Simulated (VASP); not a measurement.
Here is a VASP 6.6.1 calculation.

INCAR

```
ALGO     = Normal         # electronic algorithm
EDIFF    = 1E-6           # SCF threshold, eV
EDIFFG   = -0.01          # ionic threshold
ENCUT    = 600            # plane-wave cutoff, eV
IBRION   = 2              # ionic algorithm
ISIF     = 3              # what is computed and relaxed
ISMEAR   = 0              # smearing method
ISPIN    = 2              # spin polarisation
LASPH    = True           # aspherical terms in the spheres
LCHARG   = False          # write CHGCAR
LMAXMIX  = 4              # l up to which the mixer works
LMIXTAU  = True         
LORBIT   = 11             # projections on sites
LREAL    = False          # projectors in reciprocal space
LWAVE    = False          # write WAVECAR
MAGMOM   = 4 4 0 0 0 0    # initial moments
METAGGA  = R2SCAN         # meta-GGA
NELM     = 150            # most SCF steps
NSW      = 60             # ionic steps
PREC     = Accurate       # precision mode
SIGMA    = 0.05           # smearing width, eV
```

File KPOINTS:

```
k-points
0
Gamma
  6 6 9
```

Contents of POSCAR:

```
MnO2
1.0
    4.4004184607      0.0000000000      0.0000000000
    0.0000000000      4.4004184607      0.0000000000
    0.0000000000      0.0000000000      2.8670779400
Mn O
2 4
Direct
    0.5000000000      0.5000000000      0.5000000000
    0.0000000000      0.0000000000      0.0000000000
    0.8049161500      0.1950838500      0.5000000000
    0.6950838500      0.6950838500      0.0000000000
    0.1950838500      0.8049161500      0.5000000000
    0.3049161500      0.3049161500      0.0000000000
```

Potentials or basis: VASP PAW PBE potentials, release 64 (Mn_pv, O).

Command:

```console
$ cat potpaw_PBE.64/Mn_pv/POTCAR potpaw_PBE.64/O/POTCAR > POTCAR
$ mpirun -np 1 vasp_std > vasp.out
```

(1) Estimate the site moments.

(2) What does it give for the relaxed volume?

(3) What does it give for the band gap on the k mesh?

(4) What does it give for the net moment?

Answers

(1) Mn +2.81; O +0.06 μB.

(2) 9.25 Å³/atom.

(3) 0.13 eV, direct.

(4) 6.00 μB per cell.

Caveat: the PAW data sets were made with another functional, which shifts forces and pressure a little; an odd mesh through Γ misses points on the zone boundary, where band edges often lie; only a ferromagnetic start was run, and an antiferromagnetic order may lie lower in energy.
